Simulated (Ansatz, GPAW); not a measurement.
Given: the input of a run of Ansatz 0.2.0 on SnO. Atoms were shifted at random by some hundredths of an Å from the given cell, which wasn't relaxed again for these runs. The cell comes from a database or a generator and needn't be the stable form of this composition.

The input input.yaml:

```yaml
crystal:
  lattice:
    - [3.355005, 0.0, 0.0]
    - [0.0, 5.674104, 0.0]
    - [0.0, 0.0, 4.22197]
  atoms:
    - { symbol: Sn, position: [0.515974, 0.766946, 0.004323] }
    - { symbol: Sn, position: [-0.005107, 0.230712, 0.517361] }
    - { symbol: O, position: [0.505384, 0.108861, 0.248495] }
    - { symbol: O, position: [-0.008537, 0.88834, 0.744617] }
hamiltonian:
  xc: pbesol
  pseudopotentials: { kind: paw }
kpoints:
  mp_grid: { grid: [8, 5, 6] }
scf:
  occupations: { method: fermi_dirac, width: 0.05 }
output:
  forces: true
  stress: true
  eigenvalues: true
```

Potentials or basis: Ansatz PAW.

The run is started by

```bash
$ ansatz run input.yaml --threads 1 --pin off --max-ram 3584MiB --backend cpu --events-out ev --progress --plain --runs-dir out
```

**Question.** Translate it to GPAW 26.7.0 (ASE script). Potentials or basis there: PAW data sets generated for this functional, cutoff 800 eV.

**Answer.** As run (cutoffs and basis follow the program's own potentials, and thresholds, step limits or extra output files can differ):

Contents of run.py:

```python
from ase import Atoms
from ase.dft.bandgap import bandgap
from ase.io import write
from ase.units import GPa
from gpaw import GPAW, PW, setup_paths

setup_paths.insert(0, '.')

atoms = Atoms(['Sn', 'Sn', 'O', 'O'],
              cell=[[3.355005, 0.0, 0.0],
                    [0.0, 5.674104, 0.0],
                    [0.0, 0.0, 4.22197]],
              scaled_positions=[[0.515974, 0.766946, 0.004323],
                                [-0.005107, 0.230712, 0.517361],
                                [0.505384, 0.108861, 0.248495],
                                [-0.008537, 0.88834, 0.744617]],
              pbc=True)

calc = GPAW(mode=PW(800),
            xc='PBEsol',
            kpts={'size': (8, 5, 6), 'gamma': True},
            occupations={'name': 'fermi-dirac', 'width': 0.05},
            nbands=33,
            convergence={'density': 1e-05, 'energy': 1e-05},
            maxiter=150,
            txt='gpaw.txt')
atoms.calc = calc
energy = atoms.get_potential_energy()
forces = atoms.get_forces()
stress = atoms.get_stress()
calc.write('gs.gpw')
write('result.traj', atoms)
print(f'Energy: {energy:.6f} eV')
print('Forces (eV/A):')
print(forces.round(4))
print('Stress (GPa):', (stress / GPa).round(3))
print('Fermi level:', round(calc.get_fermi_level(), 4), 'eV')
print(f'Gap: {bandgap(calc)[0]:.4f} eV, direct: {bandgap(calc, direct=True)[0]:.4f} eV')
```

Potentials or basis: PAW data sets generated in the run's folder for this functional, pw.

Run with:

```sh
$ gpaw-setup -f PBEsol O Sn
$ OMP_NUM_THREADS=1 python run.py
```

Both were run:

|  | Ansatz | GPAW |
| --- | --- | --- |
| Pressure | -1.9 GPa | -2.4 GPa |
| Largest force | 0.844 eV/Å | 0.835 eV/Å |
| Energy over the undisturbed cell | 10.2 meV/atom | 9.5 meV/atom |

Ansatz's pressure holds a Pulay term of +0.41 GPa for its cutoff of 420 eV, which the other run lacks.

Ansatz's potentials were made for PBE.

Where Ansatz's input types no cutoff or centring, it takes its own default and a Γ-centred mesh.

Pressure is positive in compression.
